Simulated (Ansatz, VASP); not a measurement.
# Two plane-wave programs on Mg

Contents of INCAR:

```
SYSTEM = Mg
ALGO = Normal
EDIFF = 1E-6
ENCUT = 520
GGA = PE
ISIF = 2
ISMEAR = 0
LASPH = .TRUE.
LCHARG = .FALSE.
LREAL = .FALSE.
LWAVE = .FALSE.
NBANDS = 12
NELM = 100
PREC = Accurate
SIGMA = 0.1
```

KPOINTS

```
k-points
0
G
  6 6 2
  0 0 0
```

POSCAR

```
Mg
1.0
    3.1768261656      0.0000000000      0.0000000000
   -1.5884130828      2.7512121628      0.0000000000
    0.0000000000      0.0000000000     10.3188620100
Mg
4
Direct
    0.0000000000      0.0000000000      0.0000000000
    0.3333333300      0.6666666700      0.2500000000
    0.0000000000      0.0000000000      0.5000000000
    0.6666666700      0.3333333300      0.7500000000
```

Input for Ansatz:

```yaml
crystal:
  lattice:
    - [3.1768261656, 0.0, 0.0]
    - [-1.5884130828, 2.7512121628, 0.0]
    - [0.0, 0.0, 10.31886201]
  atoms:
    - { symbol: Mg, position: [0.0, 0.0, 0.0] }
    - { symbol: Mg, position: [0.33333333, 0.66666667, 0.25] }
    - { symbol: Mg, position: [0.0, 0.0, 0.5] }
    - { symbol: Mg, position: [0.66666667, 0.33333333, 0.75] }
basis:
  ecutwfc: 420
kpoints:
  mp_grid: { grid: [6, 6, 2] }
hamiltonian:
  xc: pbe
scf:
  occupations: { method: gaussian, width: 0.1 }
output:
  forces: true
  stress: true
  eigenvalues: true
```

Alike in both runs: task single point; functional PBE; k mesh 6 × 6 × 2; occupations gaussian, width 0.1 eV; no spin polarisation.

|  | VASP | Ansatz |
| --- | --- | --- |
| version | VASP 6.6.1 | Ansatz 0.2.0 |
| potentials or method | VASP PAW PBE potentials, release 64 (Mg) | scalar-relativistic, plane waves, PAW |
| plane-wave cutoff (eV) | 520 | 420 |
| valence electrons in the cell | 8 | 40 |

Ansatz gave:

* gap on the k mesh at the Fermi level (eV): none
* pressure (GPa): 0.7
* largest component of the traceless stress (GPa): 0.68

Q: What did VASP give for the same quantities?

A: gap on the k mesh at the Fermi level (eV): none; pressure (GPa): 0.6; largest component of the traceless stress (GPa): 0.69.

A gap of «none» marks a metal or a gap that the smearing closes. The two sets of potentials don't hold the same shells in valence.

Caveats: the k mesh is coarse (spacing up to 0.38 Å⁻¹), so the values aren't converged.
